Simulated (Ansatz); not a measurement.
Starting structure of a cell relaxation (symmetry kept):

Space group Pm-3m (No. 221). a = 4.029 Å, b = 4.029 Å, c = 4.029 Å, α = 90.00°, β = 90.00°, γ = 90.00°
```tsv
atom	site	symmetry	x	y	z
K	1a	m-3m	0.0000	0.0000	0.0000
Nb	1b	m-3m	0.5000	0.5000	0.5000
O	3c	4/mm.m	0.0000	0.5000	0.5000
```

These are results of DFT PBE, scalar-relativistic, plane waves, PAW in Ansatz 0.2.0, not measurements.

Plane waves to 420 eV, a k mesh through Γ of 8×8×8 on the computed 5-atom cell and Gaussian smearing (0.02 eV); no spin polarisation.

Task: What does it relax to?

Result: The volume decreases by 0.03 Å³/atom to 13.06 Å³/atom, and the energy changes by under 0.1 meV/atom. Final structure:
```cif
data_structure
_symmetry_space_group_name_H-M 'P 1'
_symmetry_Int_Tables_number 1
_cell_length_a 4.0265
_cell_length_b 4.0265
_cell_length_c 4.0265
_cell_angle_alpha 90.000
_cell_angle_beta 90.000
_cell_angle_gamma 90.000
_cell_volume 65.28
loop_
_atom_site_label
_atom_site_type_symbol
_atom_site_fract_x
_atom_site_fract_y
_atom_site_fract_z
_atom_site_occupancy
K1 K 0.00000 0.00000 0.00000 1
Nb1 Nb 0.50000 0.50000 0.50000 1
O1 O 0.00000 0.50000 0.50000 1
O2 O 0.50000 0.00000 0.50000 1
O3 O 0.50000 0.50000 0.00000 1
```

Symmetry holds off the tilts and polar distortions that many cubic perovskites undergo.